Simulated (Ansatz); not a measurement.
Point defect: Cs interstitial in CsBr

Theory: DFT PBE, scalar-relativistic, plane waves, PAW (Ansatz). (420 eV cutoff, 2×2×2 k-mesh, Gaussian smearing of 0.01 eV, collinear spin in charge 0 alone)

Host crystal, relaxed:

```cif
data_structure
_symmetry_space_group_name_H-M 'P 1'
_symmetry_Int_Tables_number 1
_cell_length_a 4.3865
_cell_length_b 4.3865
_cell_length_c 4.3865
_cell_angle_alpha 90.000
_cell_angle_beta 90.000
_cell_angle_gamma 90.000
_cell_volume 84.40
loop_
_atom_site_label
_atom_site_type_symbol
_atom_site_fract_x
_atom_site_fract_y
_atom_site_fract_z
_atom_site_occupancy
Cs1 Cs 0.00000 0.00000 0.00000 1
Br1 Br 0.50000 0.50000 0.50000 1
```

Supercell of 32 atoms, rows in host cell vectors: 2 2 0; 2 0 -2; 0 2 -2. Atoms relax at the host's cell, keeping the symmetry that the supercell leaves at the site. The cell is small, so energies carry finite-size errors of tenths of an eV. The host's Kohn–Sham gap is 4.26 eV. Atoms are taken from and returned to the elements' standard states. Charged cells are corrected for image charges with the computed static dielectric tensor (mean 9.5) and aligned with the host's potential at far atoms (alignment terms reach 0.42 eV; the program doubts the alignment in some charges, where it is up to 0.42 eV). No band-filling term is added, and the Fermi level counts from the host's valence band top.

Spin-orbit coupling is left out, which matters for the bands and energies of heavy elements.

Defect: Cs interstitial set at (0.000, 0.250, 0.500) of the host cell. In charges +1, 0 some atom moved by up to 1.2 Å, so the relaxed defect can differ in kind from the start. Before relaxation its nearest neighbours are 2 Br at 2.45 Å, 2 Cs at 2.45 Å.

```json
{"charge": "+1", "E_f at the valence band top (eV)": "-1.28", "over the neutral state (eV)": "-4.39", "moment (μB)": "0.00", "largest move (Å)": "1.19", "atoms near the site": "none within 3 Å"}
{"charge": "0", "E_f at the valence band top (eV)": "3.11", "over the neutral state (eV)": "0.00", "moment (μB)": "0.75", "largest move (Å)": "1.18", "atoms near the site": "none within 3 Å"}
```

Among the charges computed the stable one is +1 at the valence band top and stays so across the gap. In charge 0 the extra carrier would gain by moving to a band edge of the host, so it isn't bound in the gap, though by less than the errors named above. In charge 0 the cell has partly filled bands: a level of the defect may be part filled, the carrier may sit in the host's bands, or levels may cross between the k points, so transitions that involve it are doubtful. Other sites of the defect weren't tried. Fractional moments come from partly filled bands of the small cell.